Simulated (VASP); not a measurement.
Crystal: ZrS2.

```
Zr S
1.0
     3.69138    0.00000    0.00000
    -1.84569    3.19683    0.00000
     0.00000    0.00000    6.04108
Zr S
1 2
Direct
  0.00000 0.00000 0.00000
  0.66667 0.33333 0.76209
  0.33333 0.66667 0.23791
```

The cell is a database's computed one.

| Quantity | Value |
| --- | --- |
| Program | VASP 6.6.1 |
| Task | relaxation of cell and atoms |
| Functional | RPBE |
| Potentials or basis | VASP PAW PBE potentials, release 64 (Zr_sv, S) |
| Cutoff | 600 eV |
| k mesh | 9 × 9 × 6 |
| Occupations | gaussian, width 0.02 eV |
| Spin | no spin polarisation |

At the start: pressure 2.5 GPa; volume 23.76 Å³/atom.

Question: How do energy, volume and symmetry change on relaxing?

Answer: Over 35 steps the energy falls by 30.3 meV/atom and the volume is 29.86 Å³/atom (+25.7 %); space group P-3m1 (No. 164, to 0.05 Å).

The path:
```tsv
step	energy change (eV)	largest force (eV/Å)	pressure (GPa)	volume (Å³)
1	0.0000	0.1293	2.53	71.29
2	-0.0019	0.5377	-2.16	75.24
3	-0.0164	0.2244	0.00	73.28
4	-0.0231	0.2203	0.02	73.72
5	-0.0399	0.2057	0.12	75.01
6	-0.0610	0.1644	0.46	77.55
7	-0.0668	0.0120	1.61	82.44
8	-0.0702	0.0519	1.31	83.11
9	-0.0768	0.1661	0.47	85.15
10	-0.0760	0.3720	-0.98	89.29
11	-0.0789	0.2443	-0.11	86.78
12	-0.0818	0.2092	-0.08	86.93
13	-0.0880	0.1056	0.03	87.38
14	-0.0896	0.0951	0.24	88.29
15	-0.0906	0.0195	0.16	87.95
16	-0.0907	0.0015	0.01	88.15
17	-0.0907	0.0024	0.00	88.16
18	-0.0907	0.0038	0.00	88.16
19	-0.0907	0.0080	0.00	88.19
20	-0.0907	0.0161	-0.01	88.24
21	-0.0907	0.0130	-0.01	88.22
22	-0.0907	0.0117	0.00	88.22
23	-0.0907	0.0067	0.04	88.23
24	-0.0907	0.0033	0.10	88.24
25	-0.0907	0.0035	0.05	88.23
26	-0.0907	0.0036	0.05	88.24
27	-0.0907	0.0034	0.05	88.28
28	-0.0908	0.0028	0.05	88.34
29	-0.0908	0.0016	0.04	88.48
30	-0.0909	0.0009	0.04	88.75
31	-0.0909	0.0062	0.02	89.29
32	-0.0909	0.0085	0.01	89.52
33	-0.0909	0.0102	-0.06	89.68
34	-0.0909	0.0002	-0.02	89.60
35	-0.0909	0.0008	0.02	89.58
```

Final structure:
```
Zr S
1.0
     3.71774    0.00000    0.00000
    -1.85887    3.21965    0.00000
     0.00000    0.00000    7.48362
Zr S
1 2
Direct
  0.00000 0.00000 0.00000
  0.66667 0.33333 0.80630
  0.33333 0.66667 0.19370
```

Caveat: the volume moved by over 15 % at a fixed basis, so the end points are rough; the PAW data sets were made with another functional, which shifts forces and pressure a little; this functional lacks dispersion, which binds the layers, so the pressure and a relaxed spacing across them are unreliable, and here the layers came unbound.
